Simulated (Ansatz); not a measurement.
## Two inputs for PbF2

Cell: a structure deposited in the COD, atoms as given.

Space group Pnma (No. 62); a = 6.4400, b = 3.8990, c = 7.6510 Å.

| site | Wyckoff | site symmetry | x | y | z |
| --- | --- | --- | --- | --- | --- |
| Pb | 4c | .m. | 0.2527 | 0.2500 | 0.1042 |
| F5 | 4c | .m. | 0.8623 | 0.2500 | 0.0631 |
| F9 | 4c | .m. | 0.4662 | 0.2500 | 0.8457 |

One atom of each set is listed.

Reference run. The numbers come from a DFT calculation in Ansatz (PBE, plane waves and PAW, scalar-relativistic, 420 eV cutoff, Γ-centred 3×5×3 k-points, Fermi–Dirac smearing 0.02 eV).

Task: The input is changed as follows: `kpoints.mp_grid.shift`: not typed → [0.5, 0.5, 0.5]. What happens to V_zz (10²¹ V/m²) and η?

Result: 

```csv
site,V_zz reference,η reference,V_zz changed,η changed
Pb,-5.40,0.12,-5.40,0.12
F5,-2.21,0.33,-2.21,0.33
F9,1.45,0.34,1.44,0.34
```

No V_zz moves by more than 0.01. SCF iterations: 7 and 7.

On the reference run: The values hang on the deposited positions: relaxing the atoms moves V_zz on Pb from -5.40 to -3.91, on F9 from 1.45 to 1.05. Spin–orbit coupling is left out, which shifts gradients on Pb by a few per cent, and by more where contributions nearly cancel.
